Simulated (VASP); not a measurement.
Computed with PBE GGA, VASP's PBE PAW potentials (set 64) (plane waves; VASP).

VASP ran on this input.

File KPOINTS:
```
Automatic
0
Gamma
  9 9 9
```

### INCAR
```
SYSTEM = Li2O
PREC = Accurate
ENCUT = 800
EDIFF = 1E-6
NELM = 100
ALGO = Normal
LREAL = .FALSE.
LASPH = .TRUE.
ISMEAR = 0
SIGMA = 0.05
GGA = PE
LWAVE = .FALSE.
LCHARG = .FALSE.
ISIF = 2
```

POSCAR:
```
Li2O
1
    0.0000000000     2.3100000000     2.3100000000
    2.3100000000     0.0000000000     2.3100000000
    2.3100000000     2.3100000000     0.0000000000
Li O
2 1
Direct
  0.2500000000   0.2500000000   0.2500000000
  0.7500000000   0.7500000000   0.7500000000
  0.0000000000   0.0000000000   0.0000000000
```

POTCAR, in this order: Li_sv O_h (PBE.64 set). Program: vasp_std.

The run wrote:

OUTCAR:
```
 ion  position               nearest neighbor table
   1  0.250  0.250  0.250-   3 2.00   3 2.00   3 2.00   3 2.00   2 2.31   2 2.31   2 2.31   2 2.31
                             2 2.31   2 2.31
   2  0.750  0.750  0.750-   3 2.00   3 2.00   3 2.00   3 2.00   1 2.31   1 2.31   1 2.31   1 2.31
                             1 2.31   1 2.31
   3  0.000  0.000  0.000-   2 2.00   2 2.00   2 2.00   1 2.00   2 2.00   1 2.00   1 2.00   1 2.00
  LATTYP: Found a face centered cubic cell.
 ALAT       =     4.6200000000
 Subroutine PRICEL returns:
 Original cell was already a primitive cell.
 Subroutine GETGRP returns: Found 48 space group operations
The static configuration has the point symmetry O_h .
The dynamic configuration has the point symmetry O_h .
 Subroutine INISYM returns: Found 48 space group operations
 Subroutine IBZKPT returns following result:
 Found     35 irreducible k-points:

 Following reciprocal coordinates:
            Coordinates               Weight
  0.000000  0.000000  0.000000      1.000000
  0.111111  0.000000  0.000000      8.000000
  0.222222  0.000000  0.000000      8.000000
  0.333333  0.000000  0.000000      8.000000
  0.444444  0.000000  0.000000      8.000000
  0.111111  0.111111  0.000000      6.000000
  0.222222  0.111111  0.000000     24.000000
  0.333333  0.111111  0.000000     24.000000
  0.444444  0.111111  0.000000     24.000000
 -0.444444  0.111111  0.000000     24.000000
 -0.333333  0.111111  0.000000     24.000000
 -0.222222  0.111111  0.000000     24.000000
 -0.111111  0.111111  0.000000     12.000000
  0.222222  0.222222  0.000000      6.000000
  0.333333  0.222222  0.000000     24.000000
  0.444444  0.222222  0.000000     24.000000
 -0.444444  0.222222  0.000000     24.000000
 -0.333333  0.222222  0.000000     24.000000
 -0.222222  0.222222  0.000000     12.000000
  0.333333  0.333333  0.000000      6.000000
  0.444444  0.333333  0.000000     24.000000
...
```

**OSZICAR**
```
       N       E                     dE             d eps       ncg     rms          rms(c)
DAV:   1     0.681830199016E+02    0.68183E+02   -0.78900E+03   700   0.175E+03
DAV:   2    -0.970036447342E+01   -0.77883E+02   -0.73325E+02  1010   0.281E+02
DAV:   3    -0.156575965589E+02   -0.59572E+01   -0.59300E+01   826   0.826E+01
DAV:   4    -0.161005219071E+02   -0.44293E+00   -0.44239E+00  1166   0.164E+01
DAV:   5    -0.161033238899E+02   -0.28020E-02   -0.28019E-02   828   0.147E+00    0.763E+00
DAV:   6    -0.143857238017E+02    0.17176E+01   -0.94220E+00   738   0.190E+01    0.293E+00
DAV:   7    -0.143571251806E+02    0.28599E-01   -0.26303E-01   812   0.482E+00    0.151E+00
DAV:   8    -0.143567000886E+02    0.42509E-03   -0.76505E-02   862   0.372E+00    0.441E-01
DAV:   9    -0.143551097473E+02    0.15903E-02   -0.10403E-02   950   0.950E-01    0.127E-01
DAV:  10    -0.143556999822E+02   -0.59023E-03   -0.11003E-03   764   0.309E-01    0.670E-02
DAV:  11    -0.143556691807E+02    0.30801E-04   -0.68903E-05   930   0.117E-01    0.151E-02
DAV:  12    -0.143556709500E+02   -0.17693E-05   -0.84654E-06   880   0.301E-02    0.128E-03
DAV:  13    -0.143556712179E+02   -0.26796E-06   -0.67996E-07   832   0.780E-03
   1 F= -.14355671E+02 E0= -.14355671E+02  d E =-.914171E-14
```

**OUTCAR**
```
------------------------ aborting loop because EDIFF is reached ----------------------------------------
  FORCE on cell =-STRESS in cart. coord.  units (eV):
  Direction    XX          YY          ZZ          XY          YZ          ZX
  --------------------------------------------------------------------------------------
  Total       -0.3229380     -0.3229380     -0.3229380     -0.0000000      0.0000000     -0.0000000
  in kB      -20.9876465    -20.9876465    -20.9876465     -0.0000000      0.0000000     -0.0000000
  external PRESSURE =     -20.9876465 kB  Pullay stress =       0.0000000 kB
  volume of cell :       24.65
      direct lattice vectors                 reciprocal lattice vectors
     0.000000000  2.310000000  2.310000000    -0.216450216  0.216450216  0.216450216
     2.310000000  0.000000000  2.310000000     0.216450216 -0.216450216  0.216450216
     2.310000000  2.310000000  0.000000000     0.216450216  0.216450216 -0.216450216
 POSITION                                       TOTAL-FORCE (eV/Angst)
 -----------------------------------------------------------------------------------
      1.15500      1.15500      1.15500        -0.000000     -0.000000      0.000000
      3.46500      3.46500      3.46500         0.000000     -0.000000     -0.000000
      0.00000      0.00000      0.00000        -0.000000      0.000000     -0.000000
 -----------------------------------------------------------------------------------
    total drift:                                0.000000     -0.000000      0.000000
  FREE ENERGIE OF THE ION-ELECTRON SYSTEM (eV)
  ---------------------------------------------------
  free  energy   TOTEN  =       -14.3556712179 eV

  energy  without entropy=      -14.3556712179  energy(sigma->0) =      -14.35567122
```
(Selected blocks of OUTCAR.)

OUTCAR:
```
 val. band max:        1.6463417277   @ k =   0.0000   0.0000   0.0000

 cond. band min:       6.7232377985   @ k =   0.4444   0.4444   0.0000


 Fermi energy:         1.8875080210

 k-point     1 :       0.0000    0.0000    0.0000
  band No.  band energies     occupation
      1     -41.3368      2.00000
      2     -41.0077      2.00000
      3     -13.8125      2.00000
      4       1.6463      2.00000
      5       1.6463      2.00000
      6       1.6463      2.00000
      7       6.9054      0.00000
      8      13.5819      0.00000
      9      13.5819      0.00000
     10      13.5819      0.00000

 k-point     2 :       0.1111    0.0000    0.0000
  band No.  band energies     occupation
      1     -41.3253      2.00000
      2     -41.0162      2.00000
      3     -13.7884      2.00000
      4       1.2297      2.00000
      5       1.5876      2.00000
      6       1.5876      2.00000
      7       7.2415      0.00000
      8      13.5995      0.00000
      9      13.7575      0.00000
     10      13.7575      0.00000

 k-point     3 :       0.2222    0.0000    0.0000
  band No.  band energies     occupation
      1     -41.2928      2.00000
      2     -41.0411      2.00000
      3     -13.7245      2.00000
      4       0.3279      2.00000
      5       1.4478      2.00000
      6       1.4478      2.00000
      7       8.0687      0.00000
      8      13.4644      0.00000
      9      14.0333      0.00000
     10      14.0334      0.00000

 k-point     4 :       0.3333    0.0000    0.0000
  band No.  band energies     occupation
      1     -41.2446      2.00000
      2     -41.0806      2.00000
      3     -13.6470      2.00000
      4      -0.5441      2.00000
      5       1.3017      2.00000
      6       1.3017      2.00000
      7       9.1765      0.00000
      8      12.8821      0.00000
      9      13.9635      0.00000
     10      13.9636      0.00000

 k-point     5 :       0.4444    0.0000    0.0000
...
```

The compound is Li2O in the antifluorite structure. The cell was not relaxed at this level. The run is one of a series of settings (ENCUT = 800, POTCAR Li_sv O_h (PBE.64 set) against the base run), some of them coarse on purpose.
